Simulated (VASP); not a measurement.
# SnS (Pnma) in VASP: further runs

One crystal, SnS, is run at these levels: PBEsol; tasks: relaxation of cell and atoms.

All numbers are computed with VASP 6.6.1; they aren't measurements. Logs are shortened: lines on timing, memory, paths and dates and some standing lists are left out, and cuts for length are marked.

## 1. The structure

Symmetry: Pnma, No. 62, orthorhombic system. The conventional cell has a = 11.200 Å, b = 3.987 Å, c = 4.334 Å, α = 90.00°, β = 90.00°, γ = 90.00°. Around Sn (site symmetry m) lie 3 S at 2.63 to 2.67 Å. S (site symmetry m) has 3 Sn at 2.63 to 2.67 Å as nearest neighbours.

## 2. Relaxation of cell and atoms, PBEsol

Input file INCAR:

```
PREC = Accurate
ENCUT = 600
EDIFF = 1E-6
ISMEAR = 0
SIGMA = 0.03
LREAL = False
LASPH = True
NELM = 80
ALGO = Normal
ISIF = 3
LWAVE = False
LCHARG = False
GGA = PS
IBRION = 2
NSW = 90
EDIFFG = -0.01
KPAR = 8
```

Input file KPOINTS:

```
regular mesh
0
Gamma
  4 8 6
```

Input file POSCAR:

```
SnS
1.0
   11.2000000000      0.0000000000      0.0000000000
    0.0000000000      3.9870000000      0.0000000000
    0.0000000000      0.0000000000      4.3340000000
Sn S
4 4
Direct
    0.1194000000      0.2500000000      0.1198000000
    0.3806000000      0.7500000000      0.6198000000
    0.6194000000      0.2500000000      0.3802000000
    0.8806000000      0.7500000000      0.8802000000
    0.8508000000      0.2500000000      0.4793000000
    0.6492000000      0.7500000000      0.9793000000
    0.3508000000      0.2500000000      0.0207000000
    0.1492000000      0.7500000000      0.5207000000
```

Potentials or basis: VASP PAW PBE potentials, release 64 (Sn_d, S).

Launch:

```sh
cat potpaw_PBE.64/Sn_d/POTCAR potpaw_PBE.64/S/POTCAR > POTCAR
mpirun -np 8 vasp_std > vasp.out
```

OUTCAR:

```text
PREC = Accurate
   ENCUT = 600
   EDIFF = 1E-6
   ISMEAR = 0
   LREAL = False
   LASPH = True
   NELM = 80
   ISIF = 3
   GGA = PS
   IBRION = 2
   NSW = 90
   EDIFFG = -0.01

 ion  position               nearest neighbor table
   1  0.119  0.250  0.120-   7 2.63   8 2.67   8 2.67   4 3.49   4 3.49
   2  0.381  0.750  0.620-   8 2.63   7 2.67   7 2.67   3 3.49   3 3.49
   3  0.619  0.250  0.380-   5 2.63   6 2.67   6 2.67   2 3.49   2 3.49
   4  0.881  0.750  0.880-   6 2.63   5 2.67   5 2.67   1 3.49   1 3.49
   5  0.851  0.250  0.479-   3 2.63   4 2.67   4 2.67
   6  0.649  0.750  0.979-   4 2.63   3 2.67   3 2.67
   7  0.351  0.250  0.021-   1 2.63   2 2.67   2 2.67
   8  0.149  0.750  0.521-   2 2.63   1 2.67   1 2.67

  LATTYP: Found a simple orthorhombic cell.
 ALAT       =     3.9870000000
 B/A-ratio  =     1.0870328568
 C/A-ratio  =     2.8091296714

  Lattice vectors:

 A1 = (   0.0000000000,   3.9870000000,   0.0000000000)
 A2 = (   0.0000000000,   0.0000000000,   4.3340000000)
 A3 = (  11.2000000000,   0.0000000000,   0.0000000000)

Analysis of symmetry for initial positions (statically):
=====================================================================
 Subroutine PRICEL returns:
 Original cell was already a primitive cell.

 Routine SETGRP: Setting up the symmetry group for a
 simple orthorhombic supercell.

 Subroutine GETGRP returns: Found  8 space group operations
 (whereof  2 operations were pure point group operations)
 out of a pool of  8 trial point group operations.

The static configuration has the point symmetry S_2 .
 The point group associated with its full space group is D_2h.

Analysis of symmetry for dynamics (positions and initial velocities):
=====================================================================
 Subroutine PRICEL returns:
 Original cell was already a primitive cell.

 Routine SETGRP: Setting up the symmetry group for a
 simple orthorhombic supercell.

 Subroutine GETGRP returns: Found  8 space group operations
 (whereof  2 operations were pure point group operations)
 out of a pool of  8 trial point group operations.

The dynamic configuration has the point symmetry S_2 .
 The point group associated with its full space group is D_2h.

 Subroutine INISYM returns: Found  8 space group operations
 (whereof  2 operations are pure point group operations),
 and found     1 'primitive' translations

----------------------------------------------------------------------------------------

                                     Primitive cell

  volume of cell :     193.5322

  direct lattice vectors                    reciprocal lattice vectors
    11.200000000  0.000000000  0.000000000     0.089285714  0.000000000  0.000000000
     0.000000000  3.987000000  0.000000000     0.000000000  0.250815149  0.000000000
     0.000000000  0.000000000  4.334000000     0.000000000  0.000000000  0.230733733

  length of vectors
    11.200000000  3.987000000  4.334000000     0.089285714  0.250815149  0.230733733

  position of ions in fractional coordinates (direct lattice)
     0.119400000  0.250000000  0.119800000
     0.380600000  0.750000000  0.619800000
     0.619400000  0.250000000  0.380200000
     0.880600000  0.750000000  0.880200000
     0.850800000  0.250000000  0.479300000
     0.649200000  0.750000000  0.979300000
     0.350800000  0.250000000  0.020700000
     0.149200000  0.750000000  0.520700000

  ion indices of the primitive-cell ions
   primitive index   ion index
                 1           1
                 2           2
                 3           3
                 4           4
                 5           5
                 6           6
                 7           7
                 8           8

----------------------------------------------------------------------------------------

 KPOINTS: regular mesh

Automatic generation of k-mesh.
 Grid dimensions read from file:
 generate k-points for:    4    8    6

 Generating k-lattice:

  Cartesian coordinates                     Fractional coordinates (reciprocal lattice)
     0.022321429  0.000000000  0.000000000     0.250000000  0.000000000  0.000000000
     0.000000000  0.031351894  0.000000000     0.000000000  0.125000000  0.000000000
     0.000000000  0.000000000  0.038455622     0.000000000  0.000000000  0.166666667

  Length of vectors
     0.022321429  0.031351894  0.038455622

  Shift w.r.t. Gamma in fractional coordinates (k-lattice)
     0.000000000  0.000000000  0.000000000

 Subroutine IBZKPT returns following result:
 ===========================================

 Found     60 irreducible k-points:

 Following reciprocal coordinates:
            Coordinates               Weight
  0.000000  0.000000  0.000000      1.000000
  0.250000  0.000000  0.000000      2.000000
  0.500000  0.000000  0.000000      1.000000
  0.000000  0.125000  0.000000      2.000000
  0.250000  0.125000  0.000000      4.000000
  0.500000  0.125000  0.000000      2.000000
[... 16 lines left out ...]
  0.250000  0.250000  0.166667      8.000000
  0.500000  0.250000  0.166667      4.000000
 [... further k-points ...]
   k-points           NKPTS =     60   k-points in BZ     NKDIM =     60   number of bands    NBANDS=     48
   number of dos      NEDOS =    301   number of ions     NIONS =      8
   total plane-waves  NPLWV = 103680
   dimension x,y,z NGX =    90 NGY =   32 NGZ =   36
   dimension x,y,z NGXF=   180 NGYF=   64 NGZF=   72
   ions per type =               4   4
   NGX,Y,Z   is equivalent  to a cutoff of  13.36, 13.34, 13.81 a.u.
   NGXF,Y,Z  is equivalent  to a cutoff of  26.72, 26.69, 27.62 a.u.
 SYSTEM =  unknown system
   PREC   = accura    normal or accurate (medium, high low for compatibility)
   ISTART =      0    job   : 0-new  1-cont  2-samecut
   ICHARG =      2    charge: 1-file 2-atom 10-const
   ISPIN  =      1    spin polarized calculation?
   LNONCOLLINEAR =      F non collinear calculations
   LSORBIT =      F    spin-orbit coupling
   LASPH  =      T    aspherical Exc in radial PAW
   ENCUT  =  600.0 eV  44.10 Ry    6.64 a.u.  22.37  7.96  8.66*2*pi/ulx,y,z
   NELM   =     80;   NELMIN=  2; NELMDL= -5     # of ELM steps
   EDIFF  = 0.1E-05   stopping-criterion for ELM
   LREAL  =      F    real-space projection
   EDIFFG = -.1E-01   stopping-criterion for IOM
   NSW    =     90    number of steps for IOM
   IBRION =      2    ionic relax: 0-MD 1-quasi-New 2-CG
   NFREE  =      1    steps in history (QN), initial steepest desc. (CG)
   ISIF   =      3    stress and relaxation
   ISYM   =      2    0-nonsym 1-usesym 2-fastsym
   POTIM  = 0.5000    time-step for ionic-motion
   TEBEG  =    0.0;   TEEND  =   0.0 temperature during run
   PSTRESS=    0.0 pullay stress
   NELECT =      80.0000    total number of electrons
   NUPDOWN=      -1.0000    fix difference up-down
   EMIN   =  10.00;   EMAX   =-10.00  energy-range for DOS
   EFERMI =   0.00;   METHOD = LEGACY
   ISMEAR =     0;   SIGMA  =   0.03  broadening in eV -4-tet -1-fermi 0-gaus
   EFERMI_NEDOS =   21; number of points for ismear=-14 and -15
   IALGO  =     38    algorithm
   IMIX   =      4    mixing-type and parameters
     AMIX     =   0.40;   BMIX     =  1.00
     AMIX_MAG =   1.60;   BMIX_MAG =  1.00
  volume/ion in A,a.u.               =      24.19       163.25
  Fermi-wavevector in a.u.,A,eV,Ry     =   1.219515  2.304549 20.234810  1.487217
  Thomas-Fermi vector in A             =   2.354764
   LORBIT       =      0    0 simple, 1 ext, 2 COOP (PROOUT), +10 PAW based schemes
   GGA     = PS    functional components
   LHFCALC =     F    Hartree Fock is set to
   AEXX    =    0.0000 exact exchange contribution
   IVDW    =     0    specifies the selected vdW correction
   LEPSILON=     F    determine dielectric tensor
   LRPA    =     F    only Hartree local field effects (RPA)
 conjugate gradient relaxation of ions
 non-spin polarized calculation
 Gauss-broadening in eV      SIGMA  =   0.03
  energy-cutoff  :      600.00
  volume of cell :      193.53
 maximum number of plane-waves:      6488
 NGX is ok and might be reduce to    90
   NGX = 45   NGY = 15   NGZ = 17

--------------------------------------- Ionic step        1  -------------------------------------------

 number of electron      80.0000006 magnetization

 Free energy of the ion-electron system (eV)
  ---------------------------------------------------
  ext. energy  EPLUGINS =         0.00000000
  ---------------------------------------------------
  free energy    TOTEN  =       -38.36451002 eV

  energy without entropy =      -38.36451002  energy(sigma->0) =      -38.36451002

------------------------ aborting loop because EDIFF is reached ----------------------------------------

  FORCE on cell =-STRESS in cart. coord.  units (eV):
  Direction    XX          YY          ZZ          XY          YZ          ZX
  --------------------------------------------------------------------------------------
  -------------------------------------------------------------------------------------
  Total       -0.7881845     -0.9963468     -1.0808173      0.0000000      0.0000000      0.0000000
  in kB       -6.5250722     -8.2483662     -8.9476647      0.0000000      0.0000000      0.0000000
  external PRESSURE =      -7.9070343 kB  Pullay stress =       0.0000000 kB
[... 107 lines left out ...]
  FREE ENERGIE OF THE ION-ELECTRON SYSTEM (eV)
  ---------------------------------------------------
  free  energy   TOTEN  =       -38.3741740882 eV

  energy  without entropy=      -38.3741740882  energy(sigma->0) =      -38.37417409

[... ionic steps 4 to 14 ...]

--------------------------------------- Ionic step       15  -------------------------------------------

 number of electron      80.0000002 magnetization

------------------------ aborting loop because EDIFF is reached ----------------------------------------
[... 79 lines left out ...]
--------------------------------------- Ionic step       17  -------------------------------------------

 number of electron      80.0000006 magnetization

 Free energy of the ion-electron system (eV)
  ---------------------------------------------------
  ext. energy  EPLUGINS =         0.00000000
  ---------------------------------------------------
  free energy    TOTEN  =       -38.39067835 eV

  energy without entropy =      -38.39067835  energy(sigma->0) =      -38.39067835

 E-fermi :   6.6714     XC(G=0): -10.2034

 val. band max:        6.4811356643   @ k =   0.5000   0.0000   0.5000
 cond. band min:       7.2488957474   @ k =   0.0000   0.0000   0.0000
 fundamental gap:      0.7677600831
 Fermi energy:         6.6713914860

 k-point     1 :       0.0000    0.0000    0.0000
  band No.  band energies     occupation
      1     -14.7347      2.00000
      2     -14.7117      2.00000
      3     -14.7101      2.00000
      4     -14.7019      2.00000
      5     -14.6971      2.00000
      6     -14.6924      2.00000
[... 1213 lines left out ...]
     47      10.1013      0.00000
     48      10.1013      0.00000

 [... further k-points ...]
[... 5 lines left out ...]
  --------------------------------------------------------------------------------------
  -------------------------------------------------------------------------------------
  Total        0.0513784     -0.0601447     -0.0150026      0.0000000      0.0000000      0.0000000
  in kB        0.4393847     -0.5143537     -0.1283015      0.0000000      0.0000000      0.0000000
  external PRESSURE =      -0.0677568 kB  Pullay stress =       0.0000000 kB
[... 23 lines left out ...]
  FREE ENERGIE OF THE ION-ELECTRON SYSTEM (eV)
  ---------------------------------------------------
  free  energy   TOTEN  =       -38.3906783479 eV

  energy  without entropy=      -38.3906783479  energy(sigma->0) =      -38.39067835

 reached required accuracy - stopping structural energy minimisation
```

Run time: 10 min. Hardware: 8 MPI ranks of Intel Xeon Platinum 8488C (Sapphire Rapids), shared host; peak memory 0.73 GiB.

What came out:

| Property | Result |
| --- | --- |
| Free energy | -38.3907 eV |
| Relaxed volume | 23.42 Å³/atom |
| Relaxed cell | a = 11.083 Å, b = 3.984 Å, c = 4.242 Å, α = 90.00°, β = 90.00°, γ = 90.00° |
| Space group after relaxing (to 0.05 Å) | Pnma (No. 62) |
| Energy gained by relaxing | 3.3 meV/atom |
| Ionic steps | 17 |
| Pressure after relaxing | 0.0 GPa |
| Largest force after relaxing | 0.009 eV/Å |
| Band gap on the k mesh | 0.77 eV, indirect (least direct gap 1.08 eV) |

Forces on the atoms (eV/Å):
```
Sn  -0.003  0.000 -0.009
Sn   0.003  0.000 -0.009
Sn  -0.003  0.000  0.009
Sn   0.003  0.000  0.009
S    0.001  0.000  0.002
S   -0.001  0.000  0.002
S    0.001  0.000 -0.002
S   -0.001  0.000 -0.002
```

Stress tensor (GPa, compression positive):
```
 0.04  0.00  0.00
 0.00 -0.05  0.00
 0.00  0.00 -0.01
```

Step by step:
| step | energy change (eV) | largest force (eV/Å) | pressure (GPa) | volume (Å³) |
| --- | --- | --- | --- | --- |
| 1 | 0.0000 | 0.0741 | -0.79 | 193.53 |
| 2 | -0.0097 | 0.1417 | 0.13 | 190.21 |
| 3 | -0.0097 | 0.1445 | 0.17 | 190.10 |
| 4 | -0.0166 | 0.0946 | 0.11 | 189.32 |
| 5 | -0.0225 | 0.0337 | 0.02 | 187.85 |
| 6 | -0.0226 | 0.0383 | 0.03 | 187.65 |
| 7 | -0.0247 | 0.0292 | -0.04 | 187.49 |
| 8 | -0.0246 | 0.0292 | -0.03 | 187.48 |
| 9 | -0.0254 | 0.0155 | 0.05 | 187.24 |
| 10 | -0.0255 | 0.0152 | 0.09 | 187.09 |
| 11 | -0.0257 | 0.0241 | -0.09 | 187.58 |
| 12 | -0.0258 | 0.0208 | -0.02 | 187.43 |
| 13 | -0.0258 | 0.0204 | -0.05 | 187.45 |
| 14 | -0.0259 | 0.0183 | -0.02 | 187.43 |
| 15 | -0.0260 | 0.0166 | -0.01 | 187.41 |
| 16 | -0.0262 | 0.0091 | 0.02 | 187.33 |
| 17 | -0.0262 | 0.0094 | -0.01 | 187.35 |

Final structure:
```cif
data_structure
_symmetry_space_group_name_H-M 'P 1'
_symmetry_Int_Tables_number 1
_cell_length_a 11.0830
_cell_length_b 3.9845
_cell_length_c 4.2425
_cell_angle_alpha 90.000
_cell_angle_beta 90.000
_cell_angle_gamma 90.000
_cell_volume 187.35
loop_
_atom_site_label
_atom_site_type_symbol
_atom_site_fract_x
_atom_site_fract_y
_atom_site_fract_z
_atom_site_occupancy
Sn1 Sn 0.11831 0.25000 0.11342 1
Sn2 Sn 0.38169 0.75000 0.61342 1
Sn3 Sn 0.61831 0.25000 0.38658 1
Sn4 Sn 0.88169 0.75000 0.88658 1
S1 S 0.85349 0.25000 0.47308 1
S2 S 0.64651 0.75000 0.97308 1
S3 S 0.35349 0.25000 0.02692 1
S4 S 0.14651 0.75000 0.52692 1
```

Caveat: the PAW data sets were made with another functional, which shifts forces and pressure a little; spin-orbit coupling is left out, which moves the levels of the heavy elements. A k mesh can miss the band edges.

(Part 1 of 2 ends here.)
